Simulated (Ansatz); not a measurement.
# ZnSe (F-43m): birefringence under uniaxial strain

Cubic ZnSe (F-43m) is strained along the cube axis z = [001] with x and y held fixed, and the static electronic response is computed along x and z.

Cell: a, b, c = 4.008, 4.008, 4.008 Å (primitive vectors), 2 atoms.

Method: Ansatz 0.2.0, PBE, independent particles, k-mesh 8×8×8 with interpolation inside its cells, Gaussian parameter 0.1 eV.

Launch of the response step: `ansatz run input.yaml --threads 4 --pin off --max-ram 8192MiB --backend cpu --events-out ev --progress --plain --runs-dir out`. The series took 60 s in all, on 4 threads of Arm Neoverse V2 (shared host).

| strain along z (%) | ε∞ along x | ε∞ along z | ε_z − ε_x |
| --- | --- | --- | --- |
| -2.0 | 7.6393 | 7.5449 | -0.0944 |
| -1.0 | 7.6447 | 7.5982 | -0.0465 |
| +0.0 | 7.6548 | 7.6548 | +0.0000 |
| +1.0 | 7.6701 | 7.7148 | +0.0448 |
| +2.0 | ? | ? | ? |
| +3.0 | 7.7174 | 7.8456 | +0.1282 |

To first order the splitting is linear in the strain, ε_z − ε_x = −ε² (p₁₁ − p₁₂) · strain.

Working, on the rows shown:

| x = strain | y = ε_z − ε_x |
| --- | --- |
| -0.02 | -0.0944 |
| -0.01 | -0.0465 |
| 0 | 0 |
| 0.01 | 0.0448 |
| 0.03 | 0.1282 |

Means: x̄ = 0.002, ȳ = 0.00642. Σ(x − x̄)(y − ȳ) = 0.006583, Σ(x − x̄)² = 0.00148. Slope = 0.006583 / 0.00148 = 4.448; intercept = ȳ − slope · x̄ = -0.0024757. The line misses the rows shown by at most 0.003.

Question: Predict the last column of the withheld row from the fit.

Answer: At x = 0.02 the line gives y = 0.086481. The run gave +0.0876, so the interpolation is off by 0.0011, 0.5 % of the range in the table.

Between the rows on either side of x = 0 the slope is (0.0448 − -0.0465) / (0.01 − (-0.01)) = 4.565. So p₁₁ − p₁₂ = −4.57 / 7.65² = -0.078, and 1 % of strain gives n_z − n_x = +0.0082. These are long-wavelength values at fixed fractional positions; over small gaps they hang strongly on the gap. Excitons are left out and so are local fields; PBE gaps are as a rule too small. Spin-orbit coupling is left out.
